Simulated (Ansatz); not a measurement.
# Step by step: Au, 30 steps of 3.0 fs from 500 K

Method: Ansatz 0.2.0, DFT, PBE, all-electron LAPW, scalar-relativistic.

Command: `ansatz run input.yaml --threads 2 --pin off --max-ram 4096MiB --backend cpu --events-out ev --progress --plain --runs-dir out` The run took 20 min on 2 threads of Intel(R) Xeon(R) 6975P-C (Granite Rapids) (shared host), peak memory 1.2 GiB.

```yaml
crystal:
  lattice:
    - [5.8, 0.0, 0.0]
    - [-1.45, 2.511473671, 0.0]
    - [0.0, 0.0, 4.88]
  atoms:
    - { symbol: Au, position: [0.1666666666, 0.6666666667, 0.75] }
    - { symbol: Au, position: [0.6666666666, 0.6666666667, 0.75] }
    - { symbol: Au, position: [0.3333333334, 0.3333333333, 0.25] }
    - { symbol: Au, position: [0.8333333334, 0.3333333333, 0.25] }
kpoints:
  mp_grid: { grid: [4, 7, 4] }
scf:
  occupations: { method: fermi_dirac, width: 0.08 }
hamiltonian:
  xc: pbe
  pseudopotentials: { kind: all_electron, lapw: { basis_error: 0.001 } }
output:
  forces: true
  stress: true
md:
  timestep: 3.0
  n_steps: 30
  ensemble: nvt_langevin
  temperature: 500
  initial_velocities: maxwell_boltzmann
  seed: 278909
```

Spin–orbit coupling is left out, though it moves levels of the heavy atoms by tenths of an eV or more.

The cell comes from COD entry 1545302, which wasn't checked; take it as a given geometry.

Each frame lists Cartesian positions (Å) and forces (eV/Å). Free energies count from the first step, -2068899.5570 eV.

Step 0 (t = 0.0 fs): E = 0.0 meV, T = 375 K

```
Au    0.0000    1.6743    3.6600     0.020   0.023   0.000
Au    2.9000    1.6743    3.6600     0.020   0.023   0.000
Au    1.4500    0.8372    1.2200    -0.020  -0.023   0.000
Au    4.3500    0.8372    1.2200    -0.020  -0.023   0.000
```

Step 1 (t = 3.0 fs): E = +0.6 meV, T = 394 K

```
Au   -0.0040    1.6750    3.6563     0.053   0.028   0.056
Au    2.9019    1.6745    3.6574    -0.012   0.017   0.031
Au    1.4531    0.8315    1.2282    -0.026  -0.001  -0.066
Au    4.3483    0.8413    1.2184    -0.016  -0.043  -0.022
```

Step 2 (t = 6.0 fs): E = +2.5 meV, T = 421 K

```
Au   -0.0091    1.6753    3.6527     0.095   0.036   0.109
Au    2.9045    1.6749    3.6552    -0.053   0.006   0.058
Au    1.4562    0.8254    1.2359    -0.028   0.024  -0.126
Au    4.3465    0.8460    1.2166    -0.014  -0.067  -0.040
```

Step 3 (t = 9.0 fs): E = +5.9 meV, T = 526 K

```
Au   -0.0135    1.6764    3.6486     0.129   0.040   0.166
Au    2.9064    1.6754    3.6528    -0.087   0.000   0.087
Au    1.4591    0.8182    1.2439    -0.024   0.057  -0.191
Au    4.3451    0.8519    1.2149    -0.019  -0.097  -0.062
```

Step 4 (t = 12.0 fs): E = +10.7 meV, T = 507 K

```
Au   -0.0177    1.6772    3.6452     0.159   0.040   0.224
Au    2.9079    1.6758    3.6500    -0.116  -0.004   0.118
Au    1.4622    0.8102    1.2530    -0.019   0.091  -0.259
Au    4.3437    0.8575    1.2129    -0.023  -0.128  -0.083
```

Step 5 (t = 15.0 fs): E = +16.8 meV, T = 524 K

```
Au   -0.0227    1.6784    3.6428     0.193   0.042   0.278
Au    2.9095    1.6768    3.6476    -0.150  -0.011   0.145
Au    1.4655    0.8028    1.2630    -0.020   0.121  -0.325
Au    4.3420    0.8618    1.2104    -0.023  -0.152  -0.098
```

Step 6 (t = 18.0 fs): E = +23.6 meV, T = 443 K

```
Au   -0.0279    1.6796    3.6404     0.223   0.046   0.329
Au    2.9101    1.6793    3.6457    -0.179  -0.021   0.167
Au    1.4695    0.7963    1.2724    -0.022   0.147  -0.387
Au    4.3412    0.8656    1.2075    -0.022  -0.172  -0.109
```

Step 7 (t = 21.0 fs): E = +30.2 meV, T = 418 K

```
Au   -0.0322    1.6801    3.6387     0.243   0.047   0.370
Au    2.9088    1.6821    3.6437    -0.197  -0.029   0.189
Au    1.4747    0.7893    1.2804    -0.028   0.171  -0.439
Au    4.3410    0.8690    1.2052    -0.018  -0.189  -0.120
```

Step 8 (t = 24.0 fs): E = +37.5 meV, T = 451 K

```
Au   -0.0356    1.6795    3.6372     0.254   0.045   0.414
Au    2.9071    1.6837    3.6419    -0.205  -0.033   0.214
Au    1.4810    0.7822    1.2888    -0.039   0.191  -0.495
Au    4.3413    0.8718    1.2036    -0.010  -0.203  -0.133
```

Step 9 (t = 27.0 fs): E = +45.4 meV, T = 436 K

```
Au   -0.0381    1.6790    3.6354     0.254   0.038   0.460
Au    2.9049    1.6849    3.6394    -0.203  -0.031   0.244
Au    1.4884    0.7760    1.2975    -0.062   0.202  -0.555
Au    4.3412    0.8735    1.2016     0.010  -0.209  -0.149
```

Step 10 (t = 30.0 fs): E = +53.4 meV, T = 565 K

```
Au   -0.0401    1.6795    3.6337     0.242   0.025   0.504
Au    2.9011    1.6873    3.6365    -0.187  -0.026   0.275
Au    1.4969    0.7704    1.3062    -0.101   0.203  -0.618
Au    4.3398    0.8741    1.1987     0.047  -0.203  -0.161
```

Step 11 (t = 33.0 fs): E = +61.4 meV, T = 511 K

```
Au   -0.0422    1.6801    3.6325     0.222   0.010   0.540
Au    2.8958    1.6901    3.6341    -0.164  -0.017   0.300
Au    1.5055    0.7647    1.3146    -0.144   0.202  -0.677
Au    4.3384    0.8742    1.1948     0.085  -0.194  -0.163
```

Step 12 (t = 36.0 fs): E = +69.0 meV, T = 505 K

```
Au   -0.0443    1.6803    3.6324     0.200  -0.006   0.566
Au    2.8897    1.6924    3.6324    -0.137  -0.008   0.315
Au    1.5130    0.7589    1.3227    -0.178   0.202  -0.728
Au    4.3377    0.8738    1.1898     0.115  -0.188  -0.153
```

Step 13 (t = 39.0 fs): E = +76.5 meV, T = 511 K

```
Au   -0.0468    1.6799    3.6321     0.181  -0.018   0.588
Au    2.8835    1.6950    3.6324    -0.115  -0.003   0.319
Au    1.5204    0.7535    1.3306    -0.206   0.203  -0.774
Au    4.3377    0.8736    1.1843     0.140  -0.182  -0.133
```

Step 14 (t = 42.0 fs): E = +82.5 meV, T = 375 K

```
Au   -0.0502    1.6792    3.6315     0.170  -0.022   0.597
Au    2.8774    1.6985    3.6339    -0.102  -0.004   0.309
Au    1.5277    0.7496    1.3363    -0.234   0.201  -0.802
Au    4.3380    0.8733    1.1788     0.166  -0.175  -0.103
```

Step 15 (t = 45.0 fs): E = +87.4 meV, T = 404 K

```
Au   -0.0545    1.6783    3.6313     0.170  -0.017   0.595
Au    2.8719    1.7026    3.6360    -0.101  -0.013   0.292
Au    1.5345    0.7468    1.3409    -0.261   0.194  -0.818
Au    4.3384    0.8727    1.1733     0.191  -0.164  -0.069
```

Step 16 (t = 48.0 fs): E = +93.5 meV, T = 316 K

```
Au   -0.0585    1.6770    3.6309     0.177  -0.008   0.596
Au    2.8676    1.7075    3.6377    -0.107  -0.026   0.277
Au    1.5406    0.7443    1.3458    -0.290   0.187  -0.835
Au    4.3376    0.8723    1.1679     0.220  -0.153  -0.037
```

Step 17 (t = 51.0 fs): E = +101.4 meV, T = 349 K

```
Au   -0.0624    1.6762    3.6304     0.189   0.002   0.607
Au    2.8643    1.7135    3.6380    -0.118  -0.042   0.273
Au    1.5451    0.7418    1.3512    -0.320   0.182  -0.861
Au    4.3346    0.8729    1.1635     0.250  -0.143  -0.019
```

Step 18 (t = 54.0 fs): E = +108.9 meV, T = 236 K

```
Au   -0.0666    1.6755    3.6296     0.211   0.019   0.615
Au    2.8624    1.7202    3.6384    -0.142  -0.064   0.265
Au    1.5486    0.7396    1.3555    -0.342   0.182  -0.878
Au    4.3316    0.8742    1.1598     0.273  -0.136  -0.002
```

Step 19 (t = 57.0 fs): E = +115.0 meV, T = 222 K

```
Au   -0.0713    1.6746    3.6282     0.241   0.039   0.615
Au    2.8613    1.7259    3.6403    -0.175  -0.091   0.241
Au    1.5516    0.7379    1.3581    -0.355   0.184  -0.882
Au    4.3299    0.8752    1.1556     0.288  -0.132   0.026
```

Step 20 (t = 60.0 fs): E = +121.0 meV, T = 292 K

```
Au   -0.0764    1.6744    3.6265     0.266   0.055   0.617
Au    2.8592    1.7313    3.6440    -0.205  -0.115   0.209
Au    1.5540    0.7360    1.3609    -0.358   0.192  -0.885
Au    4.3287    0.8767    1.1516     0.298  -0.131   0.059
```

Step 21 (t = 63.0 fs): E = +127.0 meV, T = 359 K

```
Au   -0.0802    1.6748    3.6252     0.277   0.065   0.620
Au    2.8553    1.7380    3.6489    -0.223  -0.138   0.170
Au    1.5559    0.7337    1.3643    -0.353   0.206  -0.890
Au    4.3279    0.8790    1.1474     0.299  -0.134   0.100
```

Step 22 (t = 66.0 fs): E = +132.1 meV, T = 325 K

```
Au   -0.0813    1.6747    3.6241     0.273   0.072   0.624
Au    2.8506    1.7455    3.6535    -0.227  -0.157   0.129
Au    1.5570    0.7313    1.3677    -0.336   0.225  -0.896
Au    4.3284    0.8819    1.1426     0.290  -0.139   0.144
```

Step 23 (t = 69.0 fs): E = +136.6 meV, T = 408 K

```
Au   -0.0808    1.6750    3.6236     0.261   0.076   0.619
Au    2.8456    1.7529    3.6579    -0.221  -0.173   0.087
Au    1.5598    0.7289    1.3701    -0.325   0.241  -0.896
Au    4.3294    0.8857    1.1374     0.286  -0.144   0.190
```

Step 24 (t = 72.0 fs): E = +142.1 meV, T = 436 K

```
Au   -0.0796    1.6753    3.6228     0.240   0.074   0.611
Au    2.8400    1.7596    3.6618    -0.207  -0.181   0.050
Au    1.5656    0.7263    1.3718    -0.330   0.252  -0.895
Au    4.3303    0.8905    1.1320     0.297  -0.146   0.234
```

Step 25 (t = 75.0 fs): E = +147.6 meV, T = 417 K

```
Au   -0.0778    1.6752    3.6219     0.212   0.069   0.604
Au    2.8336    1.7651    3.6658    -0.183  -0.182   0.019
Au    1.5724    0.7245    1.3733    -0.343   0.258  -0.894
Au    4.3313    0.8960    1.1273     0.314  -0.145   0.272
```

Step 26 (t = 78.0 fs):

```
Au   -0.0750    1.6744    3.6218
Au    2.8272    1.7700    3.6703
Au    1.5794    0.7230    1.3753
Au    4.3322    0.9013    1.1224
```

Step 27 (t = 81.0 fs): E = +160.1 meV, T = 466 K

```
Au   -0.0718    1.6733    3.6225     0.148   0.059   0.571
Au    2.8213    1.7744    3.6753    -0.129  -0.182  -0.054
Au    1.5872    0.7210    1.3776    -0.377   0.259  -0.883
Au    4.3339    0.9054    1.1167     0.358  -0.137   0.366
```

Step 28 (t = 84.0 fs): E = +166.5 meV, T = 383 K

```
Au   -0.0690    1.6730    3.6239     0.120   0.054   0.545
Au    2.8160    1.7781    3.6811    -0.107  -0.183  -0.105
Au    1.5944    0.7186    1.3794    -0.393   0.258  -0.866
Au    4.3356    0.9081    1.1108     0.381  -0.128   0.426
```

Step 29 (t = 87.0 fs): E = +172.5 meV, T = 321 K

```
Au   -0.0668    1.6734    3.6263     0.097   0.050   0.518
Au    2.8111    1.7821    3.6871    -0.091  -0.189  -0.157
Au    1.5997    0.7165    1.3815    -0.401   0.259  -0.847
Au    4.3372    0.9100    1.1055     0.395  -0.120   0.487
```

Step 30 (t = 90.0 fs): E = +178.2 meV, T = 347 K

```
Au   -0.0650    1.6737    3.6301     0.084   0.054   0.483
Au    2.8069    1.7869    3.6933    -0.082  -0.200  -0.211
Au    1.6044    0.7155    1.3839    -0.411   0.256  -0.822
Au    4.3387    0.9116    1.1011     0.409  -0.110   0.550
```

Problem. Give the energy and forces of step 26.

Solution. E = +153.5 meV, T = 490 K
```
Au   -0.0750    1.6744    3.6218     0.179   0.064   0.591
Au    2.8272    1.7700    3.6703    -0.155  -0.181  -0.014
Au    1.5794    0.7230    1.3753    -0.359   0.260  -0.891
Au    4.3322    0.9013    1.1224     0.335  -0.143   0.314
```

Problem. What is the mean temperature over the last 16 frames?

Solution. 361 K; so short a run of so small a cell isn't equilibrated.
